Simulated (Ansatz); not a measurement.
## Hf-177 nuclear quadrupole resonance in HfO2 under strain

Cell: a COD entry, relaxed with PBE at fixed cell and then changed (z compressed by 2 %, ions relaxed).

```yaml
crystal:
  lattice:
    - [5.11800, 0.00000, 0.00000]
    - [0.00000, 5.18570, 0.00000]
    - [-0.85866, 0.00000, 5.10959]
  atoms:
    - { symbol: Hf, position: [0.27646, 0.04065, 0.20789] }
    - { symbol: Hf, position: [0.72354, 0.54065, 0.29211] }
    - { symbol: Hf, position: [0.72354, 0.95935, 0.79211] }
    - { symbol: Hf, position: [0.27646, 0.45935, 0.70789] }
    - { symbol: O, position: [0.44604, 0.75916, 0.48433] }
    - { symbol: O, position: [0.55396, 0.25916, 0.01567] }
    - { symbol: O, position: [0.55396, 0.24084, 0.51567] }
    - { symbol: O, position: [0.44604, 0.74084, 0.98433] }
    - { symbol: O, position: [0.07869, 0.35331, 0.32502] }
    - { symbol: O, position: [0.92131, 0.85331, 0.17498] }
    - { symbol: O, position: [0.92131, 0.64669, 0.67498] }
    - { symbol: O, position: [0.07869, 0.14669, 0.82502] }
```

Sites (sets of like atoms) are named by element and the number of their first atom in this list.

Method: Kohn–Sham DFT in Ansatz, PBE, plane waves and PAW, scalar-relativistic, 420 eV cutoff, Γ-centred 6×6×6 k-points, Fermi–Dirac smearing 0.02 eV.

Hf-177: I = 7/2, Q = 3365 mb (year-2017 value). Static lattice, zero field.

Task: The simulated lines lie at 89.7, 173.9, 261.7 MHz. What are |C_Q|, η and |V_zz| at Hf?

Result: For I = 7/2 and η = 0 the lines are |C_Q|/14 times 1, 2 and 3; η shifts the lowest up most. Here |C_Q| = 1222 MHz, η = 0.09 and |V_zz| = 15.02 × 10²¹ V/m². The calculation gives V_zz positive; the lines don't show the sign. The site has 7 O at 2.04–2.21 Å.

Without spin–orbit coupling the gradients at and beside Hf can be off by some per cent, at some sites by more. At this changed cell the PBE pressure is 8 GPa.
